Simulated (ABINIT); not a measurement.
# BaS (Fm-3m): G0W0 with ABINIT, start to end

Wanted: ground state, empty states, screening and self-energy for BaS (Fm-3m).

Method: PBE and many-body steps on it, plane waves, in ABINIT 10.8.3.

**1. Starting point**

The structure is cubic, space group Fm-3m (No. 225). The conventional cell has a = 6.388 Å, b = 6.388 Å, c = 6.388 Å, α = 90.00°, β = 90.00°, γ = 90.00°. Nearest to Ba lie 6 S at 3.19 Å. S has 6 Ba at 3.19 Å nearest. Farther neighbours and most contacts between anions are not listed.

The cell and positions come from the Crystallography Open Database and are kept as given unless a step says otherwise. Spin-orbit coupling is left out unless a step names it.

**2. Ground state**

This step: ABINIT 10.8.3; DFT, PBE, plane waves, norm-conserving pseudopotentials.

The ground-state density comes first.

Input file run.abi:

```
acell 3*1.0 Angstrom
rprim 
  0.000000000000 3.193750000000 3.193750000000
  3.193750000000 0.000000000000 3.193750000000
  3.193750000000 3.193750000000 0.000000000000
ntypat 2
znucl 56 16
natom 2
typat 1 2
xred 
  0.000000000000 0.000000000000 0.000000000000
  0.500000000000 0.500000000000 0.500000000000
pp_dirpath "pseudos"
pseudos "Ba.upf, S.upf"
ecut 20
ngkpt 6 6 6
nshiftk 1
shiftk 0 0 0
kptopt 1
chksymbreak 0
nband 13
occopt 1
tolvrs 1e-10
nstep 60
prtwf 0
optforces 0
optstress 0
indata_prefix "in"
outdata_prefix "out"
tmpdata_prefix "tmp"
```

The run is started by

```
OMP_NUM_THREADS=1 mpirun -n 8 abinit run.abi > log
```

Numbers of over 12 decimals in the logs are rounded to 6 here.

Log:

```text
.Version 10.8.3 of ABINIT. v10.8.2 released Aug 2026.

 Symmetries : space group Fm -3 m (#225); Bravais cF (face-center cubic)
================================================================================
 Values of the parameters that define the memory need of the present run
     intxc =       0    ionmov =       0      iscf =       7    lmnmax =       6
     lnmax =       6     mgfft =      36  mpssoang =       3    mqgrid =    3001
     natom =       2  nloc_mem =       1    nspden =       1   nspinor =       1
    nsppol =       1      nsym =      48    n1xccc =    2501    ntypat =       2
    occopt =       1   xclevel =       2
-    mband =          13        mffmem =           1         mkmem =           2
       mpw =        1895          nfft =       46656          nkpt =          16
================================================================================
  Rough estimation (10% accuracy) of disk space for files :
================================================================================

--------------------------------------------------------------------------------
------------- Echo of variables that govern the present computation ------------
--------------------------------------------------------------------------------
 -outvars: echo values of preprocessed input variables --------
            acell      1.8897261259E+00  1.8897261259E+00  1.8897261259E+00 Bohr

      chksymbreak           0
             ecut      2.00000000E+01 Hartree
-          fftalg         312

              ixc     -101130
              kpt      0.00000000E+00  0.00000000E+00  0.00000000E+00
                       1.66666667E-01  0.00000000E+00  0.00000000E+00
                       3.33333333E-01  0.00000000E+00  0.00000000E+00
                       5.00000000E-01  0.00000000E+00  0.00000000E+00
                       1.66666667E-01  1.66666667E-01  0.00000000E+00
                       3.33333333E-01  1.66666667E-01  0.00000000E+00
                       5.00000000E-01  1.66666667E-01  0.00000000E+00
                      -3.33333333E-01  1.66666667E-01  0.00000000E+00
                      -1.66666667E-01  1.66666667E-01  0.00000000E+00
   [... 5 further rows ...]
                      -3.33333333E-01  3.33333333E-01  1.66666667E-01
                      -3.33333333E-01  5.00000000E-01  1.66666667E-01
         kptrlatt        6    0    0      0    6    0      0    0    6
          kptrlen      5.12113274E+01
P           mkmem           2
            natom           2
            nband          13
            ngfft          36      36      36
             nkpt          16
            nstep          60
             nsym          48
           ntypat           2
              occ      2.000000  2.000000  2.000000  2.000000  2.000000  2.000000
                       2.000000  2.000000  0.000000  0.000000  0.000000  0.000000
                       0.000000
        optforces           0
        optstress           0
            prtwf           0
            rprim      0.0000000000E+00  3.1937500000E+00  3.1937500000E+00
[...]
spgroup         225

           tolvrs      1.00000000E-10

             xred      0.0000000000E+00  0.0000000000E+00  0.0000000000E+00
[...]
znucl       56.00000   16.00000

================================================================================

 chkinp: Checking input parameters for consistency.

================================================================================
== DATASET  1 ==================================================================
-   mpi_nproc: 8, omp_nthreads: 1 (-1 if OMP is not activated)

--- !DatasetInfo
iteration_state: {dtset: 1, }
dimensions: {natom: 2, nkpt: 16, mband: 13, nsppol: 1, nspinor: 1, nspden: 1, mpw: 1895, }
cutoff_energies: {ecut:  20.0, pawecutdg:  -1.0, }
electrons: {nelect:   1.60000000E+01, charge:   0.00000000E+00, occopt:   1.00000000E+00, tsmear:   1.00000000E-02, }

 Real(R)+Recip(G) space primitive vectors, cartesian coordinates (Bohr,Bohr^-1):
 R(1)=  0.0000000  6.0353128  6.0353128  G(1)= -0.0828457  0.0828457  0.0828457
 R(2)=  6.0353128  0.0000000  6.0353128  G(2)=  0.0828457 -0.0828457  0.0828457
 R(3)=  6.0353128  6.0353128  0.0000000  G(3)=  0.0828457  0.0828457 -0.0828457
 Unit cell volume ucvol=  4.3967255E+02 bohr^3
 Angles (23,13,12)=  6.00000000E+01  6.00000000E+01  6.00000000E+01 degrees

 getcut: wavevector=  0.0000  0.0000  0.0000  ngfft=  36  36  36
         ecut(hartree)=     20.000   => boxcut(ratio)=   2.09511

--- Pseudopotential description ------------------------------------------------
- Ba Generated using ONCVPSP code by D. R. Hamann
- 56.00000  10.00000  171031                  znucl, zion, pspdat
12 -101130 2 -1 1958                          pspcod,pspxc,lmax,lloc,mmax
     nproj     2     2     2
  pspatm : epsatm=   26.75150155
         --- l  ekb(1:nproj) -->
[...]
pspatm: atomic psp has been read  and splines computed

- S Generated using ONCVPSP code by D. R. Hamann
- 16.00000   6.00000  171031                  znucl, zion, pspdat
12 -101130 2 -1 1146                          pspcod,pspxc,lmax,lloc,mmax
     nproj     2     2     2
  pspatm : epsatm=    9.01821529
         --- l  ekb(1:nproj) -->
[...]
2   -3.547662   -0.986524
 pspatm: atomic psp has been read  and splines computed

   5.72315469E+02                                ecore*ucvol(ha*bohr**3)
--------------------------------------------------------------------------------

_setup2: Arith. and geom. avg. npw (full set) are    1876.949    1876.934

================================================================================

--- !BeginCycle
iteration_state: {dtset: 1, }
solver: {iscf: 7, nstep: 60, nline: 4, wfoptalg: 0, }
tolerances: {tolvrs: 1.00E-10, }

     iter   Etot(hartree)      deltaE(h)  residm     vres2
 ETOT  1  -39.242068987225    -3.924E+01 3.180E-02 1.182E+02
 ETOT  2  -39.275234710255    -3.317E-02 2.365E-03 2.172E+01
 ETOT  3  -39.281209828319    -5.975E-03 6.469E-04 1.290E-01
 ETOT  4  -39.281229767250    -1.994E-05 3.008E-04 3.963E-03
 ETOT  5  -39.281230292591    -5.253E-07 1.605E-04 5.116E-04
 ETOT  6  -39.281230330662    -3.807E-08 1.003E-04 6.916E-06
 ETOT  7  -39.281230331016    -3.540E-10 5.442E-05 1.151E-07
 ETOT  8  -39.281230331027    -1.060E-11 1.039E-04 2.661E-09
 ETOT  9  -39.281230331027    -3.268E-13 5.802E-05 1.062E-11

 At SCF step    9       vres2   =  1.06E-11 < tolvrs=  1.00E-10 =>converged.

--- !ResultsGS
iteration_state: {dtset: 1, }
comment   : Summary of ground state results
lattice_vectors:
- [  0.0000000,   6.0353128,   6.0353128, ]
- [  6.0353128,   0.0000000,   6.0353128, ]
- [  6.0353128,   6.0353128,   0.0000000, ]
lattice_lengths: [   8.53522,    8.53522,    8.53522, ]
lattice_angles: [ 60.000,  60.000,  60.000, ] # degrees, (23, 13, 12)
lattice_volume:   4.3967255E+02
convergence: {deltae: -3.268E-13, res2:  1.062E-11, residm:  5.802E-05, diffor:  0.000E+00, }
etotal    :  -3.92812303E+01
entropy   :   0.00000000E+00
fermie    :   1.35251724E-01
cartesian_stress_tensor: null
pressure_GPa: null
xred      :
- [  0.0000E+00,   0.0000E+00,   0.0000E+00, Ba]
- [  5.0000E-01,   5.0000E-01,   5.0000E-01,  S]
cartesian_forces: null
force_length_stats: {min: null, max: null, mean: null, }

 Integrated electronic density in atomic spheres:
 ------------------------------------------------
 Atom  Sphere_radius  Integrated_density
    1        2.00000          5.25430540
    2        2.00000          3.90719631
================================================================================

 ----iterations are completed or convergence reached----

 Mean square residual over all n,k,spin=   33.073E-08; max=  58.017E-06
 reduced coordinates (array xred) for    2 atoms
       0.000000000000      0.000000000000      0.000000000000
       0.500000000000      0.500000000000      0.500000000000
 rms dE/dt=  0.0000E+00; max dE/dt=  0.0000E+00; dE/dt below (all hartree)
    1       0.000000000000      0.000000000000      0.000000000000
    2       0.000000000000      0.000000000000      0.000000000000

 cartesian coordinates (angstrom) at end:
    1      0.000000     0.000000     0.000000
    2      3.193750     3.193750     3.193750
 length scales=  1.889726125908  1.889726125908  1.889726125908 bohr
              =  1.000000000000  1.000000000000  1.000000000000 angstroms
 prteigrs : about to open file out_EIG
 Fermi (or HOMO) energy (hartree) =   0.13525   Average Vxc (hartree)=  -0.32348
 Eigenvalues (hartree) for nkpt=  16  k points:
 kpt#   1, nband= 13, wtk=  0.00463, kpt=  0.0000  0.0000  0.0000 (reduced coord)
  -0.82223   -0.27251   -0.27251   -0.27251   -0.24447    0.13525    0.13525    0.13525
   0.26850    0.27880    0.27880    0.27880    0.31275
 prteigrs : prtvol=0 or 1, do not print more k-points.

--- !EnergyTerms
iteration_state     : {dtset: 1, }
comment             : Components of total free energy in Hartree
kinetic             :  1.04138794732330E+01
hartree             :  4.59963194922187E+00
xc                  : -9.90362167133528E+00
Ewald energy        : -3.12456541786108E+01
psp_core            :  1.30168570283962E+00
local_psp           : -1.93928962182889E+01
non_local_psp       :  4.94574461191332E+00
total_energy        : -3.92812303310272E+01
total_energy_eV     : -1.06889673075493E+03
band_energy         : -3.15279145431251E+00

== END DATASET(S) ==============================================================
================================================================================

 -outvars: echo values of variables after computation  --------
           etotal     -3.9281230331E+01
            nband          13
             nkpt          16
          spgroup         225
 [... the other variables as echoed above ...]

 Calculation completed.
```

Run time: 3.2 s. Hardware: 8 MPI ranks of Arm Neoverse V2, shared host; peak memory 0.51 GiB.

Numbers from this step:

```yaml
total_energy: -1068.8967 eV
gap: 2.146 eV
k_of_the_valence_top: 0, 0, 0
k_of_the_conduction_bottom: 0.5, 0.5, 0
least_direct_gap: 2.272 eV
```

The gap is indirect, with the least direct gap 0.13 eV higher.

(Part 1 of 3 ends here.)

[Paths, hosts, dates, memory and timing lines, banners, echoed tables and standing remarks are left out of the program output.]

[Logs are printed without paths, hosts, clocks, repeated set-up lines and the standing remarks that a program may print on its own settings, such as how far it seeks lower states.]

[Runs of the session that timed out or met a known fault of the program may be left out.]

[Hosts, paths, dates, database ids (printed as entryN), source tags and the programs' standing remarks are cut or masked in the printed files.]

[G0W0 gaps are taken among the corrected bands and points alone; a level outside them can change the order at an edge.]

[Where Ansatz stands beside ABINIT at settings called matched, ABINIT's density can come from a denser mesh and the files from another edition; pairs whose starting gaps differed by over 0.03 eV were left out, so agreement reads better than it is.]
